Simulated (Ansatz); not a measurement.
**Band table of CsI**

```xyz
2
Lattice="4.4192 0.0000 0.0000 0.0000 4.4192 0.0000 0.0000 0.0000 4.4192" Properties=species:S:1:pos:R:3 pbc="T T T"
Cs    0.0000    0.0000    0.0000
I     2.2096    2.2096    2.2096
```

The base volume is that of a database entry, with shape and atoms relaxed on PAW files at held volume, so it needn't be at zero pressure; the structure needn't be the stable phase, at rest or compressed.

All numbers are PBE results (scalar-relativistic) from Ansatz 0.2.0, with a Γ-centred 6×6×6 k mesh, Fermi–Dirac smearing of 0.03 eV, no spin polarisation. Methods: LAPW: all electrons, basis error target 1 meV/atom.

This run: volume at 0.85 of the series' base cell.

Spin–orbit coupling is left out, which matters for the heavy atoms.

Path points, in fractions of the reciprocal vectors: Γ (0.000, 0.000, 0.000), X (0.000, 0.500, 0.000), M (0.500, 0.500, 0.000), R (0.500, 0.500, 0.500). The distance column jumps between branches of the path. Levels in eV from the valence-band top; bands 18 to 28, counted from the lowest band of the run. The gap is 4.03 eV, the pressure 2.44 GPa.

```
# k(1/Å) point b18 b19 b20 b21 b22 b23 b24 b25 b26 b27 b28
0.000 Γ -20.26 -10.82 -6.95 -6.95 -6.95 -0.06 -0.06 -0.06 4.03 4.03 4.25
0.118 - -20.26 -10.82 -6.96 -6.94 -6.94 -0.23 -0.08 -0.08 4.07 4.20 4.45
0.237 - -20.25 -10.83 -6.99 -6.93 -6.93 -0.62 -0.12 -0.12 4.21 4.62 5.00
0.355 - -20.24 -10.84 -7.03 -6.90 -6.90 -1.07 -0.17 -0.17 4.42 5.25 5.72
0.474 - -20.23 -10.85 -7.06 -6.88 -6.88 -1.45 -0.23 -0.23 4.71 5.98 6.43
0.592 - -20.22 -10.86 -7.08 -6.86 -6.86 -1.71 -0.28 -0.28 5.01 6.65 6.90
0.711 X -20.22 -10.86 -7.08 -6.85 -6.85 -1.80 -0.29 -0.29 5.16 6.65 6.95
0.829 - -20.22 -10.85 -7.10 -6.90 -6.85 -1.74 -0.35 -0.28 5.21 6.59 6.97
0.948 - -20.21 -10.80 -7.17 -7.02 -6.84 -1.58 -0.49 -0.23 5.23 6.14 6.89
1.066 - -20.20 -10.74 -7.25 -7.17 -6.83 -1.36 -0.65 -0.15 5.00 5.67 6.87
1.185 - -20.19 -10.67 -7.35 -7.31 -6.81 -1.14 -0.79 -0.08 4.63 5.30 6.46
1.303 - -20.19 -10.62 -7.42 -7.41 -6.80 -0.98 -0.88 -0.02 4.35 5.06 6.22
1.422 M -20.19 -10.60 -7.45 -7.45 -6.80 -0.91 -0.91 0.00 4.24 4.98 6.13
1.589 - -20.19 -10.64 -7.42 -7.36 -6.81 -1.00 -0.88 -0.04 4.44 5.14 6.21
1.757 - -20.20 -10.72 -7.33 -7.16 -6.83 -1.14 -0.76 -0.12 4.85 5.45 6.45
1.924 - -20.22 -10.79 -7.21 -6.98 -6.86 -1.10 -0.59 -0.16 5.02 5.47 6.18
2.092 - -20.24 -10.82 -7.08 -6.91 -6.90 -0.78 -0.36 -0.14 4.58 5.08 5.28
2.260 - -20.25 -10.82 -6.98 -6.94 -6.93 -0.31 -0.15 -0.09 4.18 4.31 4.62
2.427 Γ -20.26 -10.82 -6.95 -6.95 -6.95 -0.06 -0.06 -0.06 4.03 4.03 4.25
2.632 - -20.25 -10.82 -6.98 -6.98 -6.90 -0.37 -0.17 -0.17 4.35 4.35 4.77
2.838 - -20.23 -10.80 -7.05 -7.05 -6.88 -0.75 -0.44 -0.44 5.18 5.18 5.73
3.043 - -20.20 -10.72 -7.14 -7.14 -7.01 -0.81 -0.80 -0.80 6.07 6.07 6.39
3.248 - -20.18 -10.59 -7.22 -7.22 -7.20 -1.17 -1.17 -0.90 5.78 6.56 6.56
3.453 - -20.16 -10.49 -7.28 -7.26 -7.26 -1.45 -1.45 -1.31 6.53 7.12 7.12
3.658 R -20.15 -10.46 -7.27 -7.27 -7.27 -1.56 -1.56 -1.56 7.53 7.53 7.53
3.826 - -20.16 -10.48 -7.30 -7.27 -7.25 -1.49 -1.48 -1.39 6.81 7.08 7.26
3.994 - -20.17 -10.54 -7.32 -7.23 -7.18 -1.33 -1.30 -0.97 5.94 6.37 6.69
4.161 - -20.19 -10.64 -7.30 -7.15 -7.07 -1.28 -1.01 -0.52 5.59 5.94 6.09
4.329 - -20.20 -10.75 -7.22 -7.02 -6.96 -1.44 -0.68 -0.28 5.60 5.95 6.05
4.496 - -20.22 -10.83 -7.12 -6.90 -6.88 -1.68 -0.40 -0.27 5.27 6.61 6.78
4.664 X -20.22 -10.86 -7.08 -6.85 -6.85 -1.80 -0.29 -0.29 5.16 6.65 6.95
5.669 R -20.15 -10.46 -7.27 -7.27 -7.27 -1.56 -1.56 -1.56 7.53 7.53 7.53
5.788 - -20.16 -10.47 -7.29 -7.29 -7.25 -1.52 -1.52 -1.48 7.13 7.30 7.30
5.906 - -20.16 -10.50 -7.32 -7.32 -7.16 -1.40 -1.40 -1.25 6.32 6.93 6.93
6.025 - -20.17 -10.53 -7.36 -7.36 -7.05 -1.24 -1.24 -0.90 5.50 6.60 6.60
6.143 - -20.18 -10.57 -7.41 -7.41 -6.93 -1.08 -1.08 -0.50 4.83 5.85 6.35
6.262 - -20.18 -10.59 -7.44 -7.44 -6.83 -0.96 -0.96 -0.15 4.39 5.22 6.19
6.380 M -20.19 -10.60 -7.45 -7.45 -6.80 -0.91 -0.91 0.00 4.24 4.98 6.13
```
